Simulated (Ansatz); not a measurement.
**BaTe (rocksalt) by several functionals**

All numbers come from Ansatz 0.2.0. No magnetic order and no zero-point or thermal motion.

BaTe (rocksalt), relaxed with r2SCAN. It is cubic, Fm-3m (No. 225); a = 7.065 Å in the conventional setting, 44.08 Å³ an atom. Around Ba lie 6 Te at 3.53 Å; around Te lie 6 Ba at 3.53 Å.

```yaml
crystal:
  lattice:
    - [0.00000, 3.53239, 3.53239]
    - [3.53239, 0.00000, 3.53239]
    - [3.53239, 3.53239, 0.00000]
  atoms:
    - { symbol: Ba, position: [0.00000, 0.00000, 0.00000] }
    - { symbol: Te, position: [0.50000, 0.50000, 0.50000] }
```

Relaxed lattice by functional, symmetry kept:
```
functional  k mesh  a (Å)  volume (Å³/atom)
       PBE   6×6×6  7.065             44.08
    r2SCAN   6×6×6  7.065             44.08
```

Gaps on the r2SCAN cell, each the least over its mesh and the special points:
```csv
level,k mesh,gap (eV),kind,edges,least direct gap (eV),rough cost
PBE,6×6×6,1.65,indirect,Γ → X,2.01,4 core-seconds
PBE+SOC,6×6×6,1.39,indirect,Γ → X,1.74,12 core-seconds
r2SCAN,6×6×6,2.00,indirect,Γ → X,2.36,6 core-seconds
HSE06,4×4×4,2.35,indirect,Γ → X,2.75,80 core-seconds
PBE0,4×4×4,3.00,indirect,Γ → X,3.42,70 core-seconds
"G0W0@PBE (263 empty bands, 120 eV, 4×4×4)",4×4×4,2.65,–,Γ → X (mesh),–,60 core-seconds
```
PBE: smearing of 0.02 eV; the others have fixed occupations.
Wave cutoffs: 420 eV, 500 eV (r2SCAN).
The G0W0 gap is PBE's gap over the path plus the quasiparticle shift read on the mesh. G0W0 values are finite-basis, finite-mesh values.
Costs come from shared machines and give only the order; PBE's includes the band path. The runs had 2 threads of Arm Neoverse V2, with other jobs on the host.

HSE06 gives an indirect gap of 2.35 eV, from Γ to X; the least direct gap is 2.75 eV at X. Spin-orbit coupling changes the PBE gap by -0.27 eV, to 1.39 eV; at Γ the threefold valence level splits into a fourfold and a twofold level 0.84 eV apart, the fourfold one on top.

Set against the finite-basis gap of 2.65 eV from G0W0@PBE (263 empty bands, 120 eV, 4×4×4), the closest functional is HSE06, which differs by -0.30 eV, at about 14 times r2SCAN's cost; G0W0 itself took about 11 times r2SCAN's cost. The others: PBE0 +0.35, r2SCAN -0.65, PBE -1.00 eV. The yardstick's own error is a tenth of an eV or more. r2SCAN covers 50 % of the step from PBE to HSE06, while HSE06 needs about 14 times r2SCAN's cost (on a coarser mesh). For gaps to 0.1 eV, spin-orbit coupling (up to 0.27 eV here) has to be included. All these functionals give a gap of the same kind, indirect.

r2SCAN (ground state on 6×6×6): ε∞: 5.30 in all directions. Born charges, averaged over directions: Ba +2.52, Te -2.52 e.

Only the levels marked +SOC include spin-orbit coupling.

The meshes of the hybrids are coarse, so their gaps aren't converged to the digits shown.
